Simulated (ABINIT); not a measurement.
Crystal: NbAs.

```xyz
4
Lattice="-1.7259 1.7259 5.8400 1.7259 -1.7259 5.8400 1.7259 1.7259 -5.8400" Properties=species:S:1:pos:R:3 pbc="T T T"
Nb    0.0000    1.7259    0.0000
Nb    0.0000    0.0000    8.7600
As    0.0000    1.7259    4.8589
As    0.0000    0.0000    1.9389
```

Base run:

```yaml
Program: ABINIT 10.8.3 (patched build)
Functional: PBE
Potentials_or_basis: JTH PAW PBE v2.0
Cutoff: 435 eV
k_mesh: 11 × 11 × 11
Occupations: fermi-dirac, width 0.05 eV
Spin: no spin polarisation
```

Its results: band gap on the k mesh none (metal or under the smearing width); pressure 3.0 GPa; largest force 0.300 eV/Å.

**Question.** The run is repeated on the same cell with these changes: functional from PBE to PBEsol. What comes out?

**Answer.** Band gap on the k mesh none (metal or under the smearing width); pressure -2.6 GPa; largest force 0.291 eV/Å.

PBEsol binds more tightly than PBE, so the same cell stands under less pressure.

Caveats: the PAW data sets were made with another functional, which shifts forces and pressure a little (some runs).

Not every run made on this cell is shown here.
